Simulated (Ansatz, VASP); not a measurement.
# Two plane-wave programs on TaSi2

The input INCAR:

```
ALGO = Normal
EDIFF = 1E-7
ENCUT = 520
GGA = PE
ISIF = 2
ISMEAR = 0
LASPH = True
LCHARG = True
LELF = True
LREAL = False
LVHAR = True
LWAVE = False
NBANDS = 16
NELM = 80
PREC = Accurate
SIGMA = 0.1
```

File KPOINTS:

```
k-points
0
Gamma
  4 6 6
```

POSCAR

```
TaSi2
1.0
    6.3149288741      0.0000000000      0.0000000000
    0.0000000000      1.5808744503      2.4770952924
    0.0000000000     -1.5808744503      2.4770952924
Ta Si
1 2
Direct
    0.0000000000      0.6776842407      0.6776842407
    0.3150422722      0.3316110363      0.3316110363
    0.6849577278      0.3316110363      0.3316110363
```

Input for Ansatz:

```yaml
crystal:
  lattice:
    - [6.3149288741, 0.0, 0.0]
    - [0.0, 1.5808744503, 2.4770952924]
    - [0.0, -1.5808744503, 2.4770952924]
  atoms:
    - { symbol: Ta, position: [0.0, 0.6776842407, 0.6776842407] }
    - { symbol: Si, position: [0.3150422722, 0.3316110363, 0.3316110363] }
    - { symbol: Si, position: [0.6849577278, 0.3316110363, 0.3316110363] }
basis:
  ecutwfc: 420
kpoints:
  mp_grid: { grid: [4, 6, 6] }
hamiltonian:
  xc: pbe
scf:
  occupations: { method: gaussian, width: 0.1 }
  lower_state_search: "off"
output:
  forces: true
  stress: true
  eigenvalues: true
```

Change from the starting cell: the structure that the rattled cell fell into.

Alike in both runs: task single point; functional PBE; k mesh 4 × 6 × 6; occupations gaussian, width 0.1 eV; no spin polarisation.

|  | VASP | Ansatz |
| --- | --- | --- |
| version | VASP 6.6.1 | Ansatz 0.2.0 |
| potentials or method | VASP PAW PBE potentials, release 64 (Ta_pv, Si) | scalar-relativistic, plane waves, PAW |
| plane-wave cutoff (eV) | 520 | 420 |
| valence electrons in the cell | 19 | 21 |

VASP gave:

- gap on the k mesh at the Fermi level (eV): none
- pressure (GPa): 0.0
- largest component of the traceless stress (GPa): 0.48
- rms of the force components (eV/Å): 0.092

**Question.** Which values does Ansatz return?

**Answer.** gap on the k mesh at the Fermi level (eV): none; pressure (GPa): 0.0; largest component of the traceless stress (GPa): 0.44; rms of the force components (eV/Å): 0.101.

Atom by atom the forces differ by 0.010 eV/Å (rms over components). A gap of «none» marks a metal or a gap that the smearing closes. The two sets of potentials don't hold the same shells in valence.

Caveats: the k mesh is coarse (spacing up to 0.39 Å⁻¹), so the values aren't converged. Spin-orbit coupling is left out, which matters for the levels of Ta.
